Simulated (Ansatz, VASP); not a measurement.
## Two plane-wave programs on TiO

```
CELL_PARAMETERS angstrom
2.85161 0.00000 0.00000
-1.42580 2.46956 0.00000
0.00000 0.00000 5.56750
ATOMIC_POSITIONS crystal
Ti 0.33333 0.66667 0.25000
Ti 0.66667 0.33333 0.75000
O 0.00000 0.00000 0.00000
O 0.00000 0.00000 0.50000
```

Alike in both runs: task single point; functional r2SCAN; k mesh 6 × 6 × 2; occupations gaussian, width 0.1 eV; no spin polarisation.

```csv
,VASP,Ansatz
version,VASP 6.6.1,Ansatz 0.2.0
potentials or method,"VASP PAW PBE potentials, release 64 (Ti_sv, O)","scalar-relativistic, plane waves, PAW"
plane-wave cutoff (eV),520,500
valence electrons in the cell,36,36
```

|  | VASP | Ansatz | Ansatz less VASP |
| --- | --- | --- | --- |
| gap on the k mesh at the Fermi level (eV) | none | none | - |
| pressure (GPa) | -3.7 | -5.4 | -1.69 |
| largest component of the traceless stress (GPa) | 0.84 | 0.58 | -0.258 |

A gap of «none» marks a metal or a gap that the smearing closes.

Caveats: the k mesh is coarse (spacing up to 0.56 Å⁻¹), so the values aren't converged; the PAW data sets were made with another functional, which shifts forces and pressure a little (VASP); semilocal functionals often make such compounds metallic where correlation or magnetic order opens a gap, which also shifts bond lengths.
